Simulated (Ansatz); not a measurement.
## A failed many-body run on GaN (P6_3mc)

Aim: the G0W0 gap of GaN (P6_3mc). The first input has a fault.

Program: Ansatz 0.2.0. Level of theory: G0W0 on PBE, plane waves, PAW. Results are calculated unless marked as measured.

The database entry behind the starting cell has ideal inner coordinates that were not refined, so it need not match the best structure at ambient conditions.

## Step 1: The starting structure

Symmetry: P6_3mc, No. 186, hexagonal system. Conventional cell: a = 3.190 Å, b = 3.190 Å, c = 5.189 Å, α = 90.00°, β = 90.00°, γ = 120.00°. Nearest to Ga lie 4 N at 1.95 Å. N has 4 Ga at 1.95 Å nearest. Farther neighbours and most contacts between anions are not listed.

The cell and positions come from the Crystallography Open Database and are kept as given unless a step says otherwise. The default PAW set here is soft_1. Its files were made with PBE.

## Step 2: First try

input.yaml

```yaml
crystal:
  lattice:
    - [3.19, 0.0, 0.0]
    - [-1.595, 2.7626210381, 0.0]
    - [0.0, 0.0, 5.189]
  atoms:
    - { symbol: Ga, position: [0.6666666667, 0.3333333333, 0.0] }
    - { symbol: Ga, position: [0.3333333333, 0.6666666667, 0.5] }
    - { symbol: "N", position: [0.6666666667, 0.3333333333, 0.375] }
    - { symbol: "N", position: [0.3333333333, 0.6666666667, 0.875] }
kpoints:
  mp_grid: { grid: [6, 6, 2] }
hamiltonian:
  xc: pbe
  pseudopotentials: { kind: paw, azcp: { folder: "./paw" } }
scf:
  occupations: { method: fixed }
gw:
  n_empty_bands: 4
  ecut_chi: 40
  qp_bands: [v2, c2]
  qp_kpoints: band_edges
  screening: { model: contour_deformation }
```

The run is started by

```console
> ansatz run input.yaml --threads 3 --pin off --max-ram 92160MiB --backend cuda --events-out ev --progress --plain --runs-dir out --devices 1 --max-vram 13GiB
```

Numbers of over 12 decimals in the logs are rounded to 6 here.

The program printed:

```text
GPUs: using 1 of 1 available (devices: 1).
Engine: ansatz 0.2.0, x86_64-unknown-linux-gnu
Pseudopotentials: kind: paw
Pseudopotential: Ga, paw, valence charge 13, recommended cutoff 420 eV (normal), <dir>
Pseudopotential: N, paw, valence charge 5, recommended cutoff 420 eV (normal), <dir>
Functional definition: PBE
  parameter kappa = 0.804
  parameter beta = 0.066725
  exchange = pbe_x(kappa = kappa, mu = beta*pi^2/3)
  correlation = pbe_c(beta = beta)
device memory: the entry about to start is reckoned to put 0.6 GiB on a device that reports 57.5 GiB free (of which the cap on the GPU budget leaves the run 13.0 GiB)
GPU FFT provider: cuFFT
GPU libraries: cuBLAS 13.8.2, cuFFT 12.4.0, cuSOLVER 12.3.4
Crystal: 4 atoms, lattice volume = 45.729 Å³
Basis set: ecut = 420 eV, 917 PW (Γ)
Bands: 22, of which v1, the nominal top of the filled ones, is band 18 counted from 1 (17 counted from 0)
Symmetry: 12 space group operations
Space group: P63mc (ITA 186), of the structure as read, at distance tolerance 3.6e-5 Å
k-points: 14 of 72
Non-local potential: Ga, projectors of the file, l = 0: 2, l = 1: 2, l = 2: 3, l = 3: 1
Non-local potential: N, projectors of the file, l = 0: 2, l = 1: 2, l = 2: 1
PAW form: soft (Blöchl's): semilocal exchange-correlation on the pseudo side does not see the compensation charge
PAW one-centre angular grid: Ga, 590 points (default); XC on 64 Gauss nodes
PAW one-centre angular grid: N, 110 points (default); XC on 64 Gauss nodes
Initial density: superposition of atomic densities (chi_scale 0.1, normalization cell, long waves kept (reshape's long-wave potential 0.00 eV rms))
Initial wavefunctions: pseudopotential atomic-orbital guess
GPU buffer pool allocated for 20736 grid points (all kernels)
GPU transforms: local potential and band sums: pruned to the plane-wave sphere, on 24×24×36
Functional: x = pbe(κ = 0.804, μ = 0.219515), c = pbe(β = 0.066725)
SCF iter   1: F=—  HF=-8337.202396 eV  |F-HF|=—  |Δ(HF+E_count)|=         —  Δρ=1.13e-1  dr2=5.09e0  ethr=3.10e-3  ⟨swp⟩=4.0  Hψ=1117  notcnv=0  defer=5
preconditioner: auto → Resta (q_TF=auto, 2.622 Å⁻¹)  ε∞=4.8  [insulator: Δε(μ)=2.712 eV  Ē_g=16.854 eV  n_scr=22 (ndim 8)  ℏωp=32.9 eV  f_vac=0.000  ε∞_Penn≈4.8]
SCF iter   2: F=—  HF=-8335.918612 eV  |F-HF|=—  |Δ(HF+E_count)|=    1.28e0  Δρ=4.69e-2  dr2=5.38e-1  ethr=3.10e-3  ⟨swp⟩=2.0  Hψ=716  notcnv=0  defer=14
SCF iter   3: F=—  HF=-8335.833379 eV  |F-HF|=—  |Δ(HF+E_count)|=   8.52e-2  Δρ=1.84e-2  dr2=1.12e-1  ethr=1.50e-3  ⟨swp⟩=2.0  Hψ=449  notcnv=0  defer=27
SCF iter   4: F=—  HF=-8335.820403 eV  |F-HF|=—  |Δ(HF+E_count)|=   1.30e-2  Δρ=3.23e-3  dr2=5.89e-3  ethr=3.10e-4  ⟨swp⟩=3.0  Hψ=587  notcnv=0  defer=27
SCF iter   5: F=—  HF=-8335.819087 eV  |F-HF|=—  |Δ(HF+E_count)|=   1.32e-3  Δρ=2.80e-3  dr2=2.13e-3  ethr=1.64e-5  ⟨swp⟩=2.0  Hψ=587  notcnv=0  defer=27
SCF iter   6: F=—  HF=-8335.820488 eV  |F-HF|=—  |Δ(HF+E_count)|=   1.40e-3  Δρ=7.62e-4  dr2=2.06e-4  ethr=5.91e-6  ⟨swp⟩=2.9  Hψ=589  notcnv=0  defer=27
SCF iter   7: F=—  HF=-8335.820664 eV  |F-HF|=—  |Δ(HF+E_count)|=   1.76e-4  Δρ=1.30e-4  dr2=8.73e-6  ethr=5.72e-7  ⟨swp⟩=2.0  Hψ=570  notcnv=0  defer=25
SCF iter   8: F=—  HF=-8335.820674 eV  |F-HF|=—  |Δ(HF+E_count)|=   1.04e-5  Δρ=1.81e-5  dr2=1.23e-7  ethr=2.43e-8  ⟨swp⟩=2.0  Hψ=560  notcnv=0
SCF iter   9: F=-8335.820674 eV  HF=-8335.820674 eV  |F-HF|=3.02e-9  |Δ(HF+E_count)|=   1.96e-7  Δρ=2.62e-6  dr2=3.40e-9  ethr=2.78e-10  ⟨swp⟩=4.1  Hψ=983  notcnv=0
SCF 1 converged in 9 iterations: F = -8335.820674 eV  dr2 = 3.40e-9
[...]
device memory: the entry about to start is reckoned to put 0.6 GiB on a device that reports 68.2 GiB free (of which the cap on the GPU budget leaves the run 13.0 GiB)
NSCF: frozen V_eff on 14 k-points, pencils in batches of 32, up to order 88
[...]
device memory: the entry about to start is reckoned to put 0.5 GiB on a device that reports 69.6 GiB free (of which the cap on the GPU budget leaves the run 13.0 GiB)
NSCF: frozen V_eff on 14 k-points, pencils in batches of 32, up to order 108
G₀W₀ screening: q 1/14
[... further progress lines ...]
SCF converged after 9 iterations
Free energy (F): -8335.820674 eV
Harris-Foulkes:  -8335.820674 eV  (|F-HF|=3.02e-9)
Internal energy: -8335.820674 eV  (E = F + TS)
E sigma→0 (E₀):  -8335.820674 eV
Fermi energy:    9.678907 eV
--- Per-component energies (eV) ---
  E_band       = -10.882331
  E_kinetic    = 481.916153
  E_local      = -2834.643260  (includes V_loc(G=0)·N_el)
  E_nonlocal   = -109.329109
  E_hartree    = 1792.828359
  E_xc         = -244.706908
  E_vxc        = -261.983021  (∫ρ·V_xc dr)
  E_paw        = -4249.378871  (= ΣΔE_a)
  E_vpaw       = -872.502331  (= ΣTr[D̂ρ^β])
  E_aug_tail   = 0.001510  (compensation charges beyond the density's cutoff)
  E_ewald      = -3172.508547
  E_smearing   = -0.000000  (= −TS)
  E_closure    = 0.000000  (closes the sum)
  Σ components = -8335.820674   (vs F -8335.820674, Δ=0.00e0)
--- Band table (eV; the first three rows and the last of 14) ---
  k-point 0: bands = [... 14 lower, 8.6349, 9.6160, 9.6789, 9.6789, 11.5704, 13.9220, 18.8640, 19.5626]
  k-point 1: bands = [... 14 lower, 9.1437, 9.1437, 9.1437, 9.1437, 13.9053, 13.9053, 18.1605, 18.1605]
  k-point 2: bands = [... 14 lower, 7.9549, 8.1295, 9.3300, 9.4422, 13.0963, 15.1983, 17.8213, 18.5923]
  k-point 13: bands = [... 14 lower, 5.5082, 5.5082, 8.1876, 8.1876, 16.0951, 16.0951, 16.9770, 16.9770]
--- G₀W₀: contour deformation, 5 samples at zero and on the imaginary axis and 1 off it, 72 q-points, 4 empty bands' worth ---
  eigenvalues of the whole cell's RPA ε∞ on this k-mesh (on a slab, of 1 + 4πα/V) = 5.8858, 5.9022, 5.9022; static W/v taken at q = 0 is 0.169692
  bands read: the sum over 22 bands ends inside a degenerate multiplet in 1 slot, whose members it reads at an even weight; the widest, k=0: bands 22 to 23 (counted from 1) at 1/2 each
  gw.qp_kpoints: band_edges: 11 of 14 stored k-points solved, in 1 pass; an edge of the gap read off the rows below is read off those points alone
    valence top: of the k-points left out ik 8 came nearest to being solved in a further pass, in band 18 (counted from 1, as in the quasiparticle table): it holds the edge there only if its correction is more favourable than any solved in that band by at least 0.922 eV; those differ by 0.397 eV
    conduction bottom: of the k-points left out ik 8 came nearest to being solved in a further pass, in band 19 (counted from 1, as in the quasiparticle table): it holds the edge there only if its correction is more favourable than any solved in that band by at least 3.020 eV; those differ by 1.272 eV
  `?` marks the rows in doubt; gw_qp.tsv's column doubts and the gw_qp event give each row's grounds
    ik  band        ε_KS         Σx   Σc(E_QP)       V_xc       Z   E_QP_lin       E_QP  E_QP is
     0    17      9.6789   -23.8131     3.7930   -20.2301  0.7687     9.8881     9.8890  root
     0    18      9.6789   -23.8131     3.7930   -20.2301  0.7687     9.8881     9.8890  root
     0    19     11.5704   -11.4702    -2.5802   -15.7692  0.8116    13.4538    13.2893  root ?
     0    20     13.9220   -10.2044    -2.5854   -15.2908  0.8234    16.3961    16.4230  root
     1    17      9.1437   -23.3665     3.9450   -19.5598  0.7646     9.2815     9.2819  root
     1    18      9.1437   -23.3665     3.9450   -19.5598  0.7646     9.2815     9.2819  root
     1    19     13.9053   -10.8781    -2.6130   -15.8900  0.8078    16.3000    16.3041  root
     1    20     13.9053   -10.8781    -2.6130   -15.8900  0.8078    16.3000    16.3041  root
     2    17      9.3300   -23.5168     3.9814   -19.7140  0.7657     9.5079     9.5086  root
     2    18      9.4422   -23.5878     3.8673   -19.9045  0.7666     9.6254     9.6261  root
     2    19     13.0963   -11.9465    -2.4076   -16.4416  0.8003    15.2223    15.1838  root
     2    20     15.1983   -10.4677    -2.6874   -15.9036  0.8129    17.9211    17.9468  root
     3    17      8.7514   -22.9629     4.0111   -19.0416  0.7613     8.8411     8.8413  root
     3    18      8.7514   -22.9629     4.0111   -19.0416  0.7613     8.8411     8.8413  root
     3    19     14.8078   -10.7651    -2.7597   -16.0487  0.7989    17.3316    17.3317  root
[...]
12    19     14.8089    -7.4091    -2.6895   -11.8403  0.8307    16.7422    16.5507  root ?
    12    20     17.4607   -11.2814    -3.2927   -17.9134  0.7797    20.7756    20.7999  root
    13    17      8.1876   -22.3440     4.1867   -18.2410  0.7543     8.2712     8.2714  root
    13    18      8.1876   -22.3440     4.1867   -18.2410  0.7543     8.2712     8.2714  root
    13    19     16.0951    -9.4770    -2.5121   -14.9799  0.8301    19.0719    19.0859  root
    13    20     16.0951    -9.4770    -2.5121   -14.9799  0.8301    19.0719    19.0859  root
```

Run time: 14 s. Hardware: 1 × NVIDIA H100 80GB HBM3 (shared by 6 runs) with 3 threads of AMD EPYC 7R13 (Zen 3), shared host; peak memory 0.98 GiB.

Q: What is the fault?

The run ended normally, though the input holds a fault or crude settings.

The fault: four empty bands in G0W0. The sums over empty states are cut off almost at the gap, so screening and correlation are far from complete.

It printed a gap of 3.40 eV, which is an artefact of the settings.

## Step 3: A better input

Now the one-shot GW correction: screening in the RPA, then the self-energy of the levels asked for.

Changes to input.yaml since step 2:

```diff
@@ -11,3 +11,3 @@
 kpoints:
-  mp_grid: { grid: [6, 6, 2] }
+  mp_grid: { grid: [6, 6, 4] }
 hamiltonian:
@@ -18,4 +18,4 @@
 gw:
-  n_empty_bands: 4
-  ecut_chi: 40
+  n_empty_bands: 136
+  ecut_chi: 120
   qp_bands: [v2, c2]
```

The program printed:

```text
GPUs: using 1 of 1 available (devices: 1).
[...]
GPU FFT provider: cuFFT
GPU libraries: cuBLAS 13.8.2, cuFFT 12.4.0, cuSOLVER 12.3.4
Crystal: 4 atoms, lattice volume = 45.729 Å³
Basis set: ecut = 420 eV, 917 PW (Γ)
Bands: 22, of which v1, the nominal top of the filled ones, is band 18 counted from 1 (17 counted from 0)
Symmetry: 12 space group operations
[...]
k-points: 21 of 144 (time reversal used)
[...]
GPU buffer pool allocated for 20736 grid points (all kernels)
[...]
SCF iter   1: F=—  HF=-8337.203660 eV  |F-HF|=—  |Δ(HF+E_count)|=         —  Δρ=1.13e-1  dr2=5.09e0  ethr=3.10e-3  ⟨swp⟩=4.0  Hψ=1676  notcnv=0  defer=6
[...]
SCF iter   9: F=-8335.821065 eV  HF=-8335.821065 eV  |F-HF|=3.07e-9  |Δ(HF+E_count)|=   1.97e-7  Δρ=2.62e-6  dr2=3.38e-9  ethr=2.78e-10  ⟨swp⟩=4.1  Hψ=1511  notcnv=0
SCF 1 converged in 9 iterations: F = -8335.821065 eV  dr2 = 3.38e-9
[...]
0    17      9.6804   -23.8574     3.1132   -20.2303  0.7706     9.1628     9.1665  root
     0    18      9.6804   -23.8574     3.1132   -20.2303  0.7706     9.1628     9.1665  root
     0    19     11.5708   -11.5392    -3.6230   -15.7696  0.8050    12.1822    12.1782  root
     0    20     13.9224   -10.1834    -4.3919   -15.2907  0.8105    14.6448    14.6379  root
     1    17      9.5208   -23.7219     3.1573   -20.0301  0.7702     8.9823     8.9863  root
     1    18      9.5208   -23.7219     3.1573   -20.0301  0.7702     8.9823     8.9863  root
     1    19     12.7681   -12.2078    -3.6156   -16.4935  0.7958    13.4437    13.4382  root
     1    20     14.0264   -10.1639    -4.4148   -15.3102  0.8074    14.7652    14.7578  root
[...]
20    17      8.1880   -22.2764     3.3903   -18.2403  0.7653     7.5354     7.5422  root
    20    18      8.1880   -22.2764     3.3903   -18.2403  0.7653     7.5354     7.5422  root
    20    19     16.0948    -9.5392    -4.7383   -14.9797  0.8052    16.8050    16.7970  root
    20    20     16.0948    -9.5392    -4.7383   -14.9797  0.8052    16.8050    16.7970  root
[key lines of the parts left out:]
SCF converged after 9 iterations
Free energy (F): -8335.821065 eV
Fermi energy:    9.680356 eV
```

It took 22 s on 1 × NVIDIA H100 80GB HBM3 (shared by 6 runs) with 3 threads; peak memory 1.2 GiB; 18 s of CPU time.

This step gave:

```
bands summed                                 : 154
RPA ε∞ on this mesh (eigenvalues)            : 5.991, 6.035, 6.035
plane waves in the screening matrix          : 135
q-points in the mesh                         : 144
G0W0 gap on the mesh                         : 3.012 eV
k of the valence top                         : 0, 0, 0
k of the conduction bottom                   : 0, 0, 0
starting gap on the mesh                     : 1.890 eV
Z at the valence top                         : 0.7706
Z at the conduction bottom                   : 0.8050
least direct G0W0 gap on the computed points : 3.012 eV
```

The gap on the mesh goes from 1.89 eV to 3.01 eV, a correction of +1.12 eV. Between the two edge states, bare exchange in place of the xc potential would open the gap by 7.86 eV, and correlation takes back 6.74 eV.

## Step 4: What came out

```
first try  : converged after 14 s
better run : G0W0 gap on the mesh 3.01 eV (6×6×4 mesh, 136 empty bands, screening to 120 eV)
```

In words: The second run differs in: mesh, empty bands and screening cutoff (eV). Bands and cutoff are finite, so the gap is not at the basis limit. The miss can reach some tenths of an eV and take either sign; the mesh is an error of its own. The many-body steps are scalar-relativistic: spin-orbit coupling is not in them.

[Paths, hosts, dates, memory and timing lines, banners, echoed tables and standing remarks are left out of the program output.]

[Logs are printed without paths, hosts, clocks, repeated set-up lines and the standing remarks that a program may print on its own settings, such as how far it seeks lower states.]

[Runs of the session that timed out or met a known fault of the program may be left out.]

[Cells called generated may have been cut or substituted from an entry of the Crystallography Open Database or the Materials Project.]

[Hosts, paths, dates, database ids (printed as entryN), source tags and the programs' standing remarks are cut or masked in the printed files.]
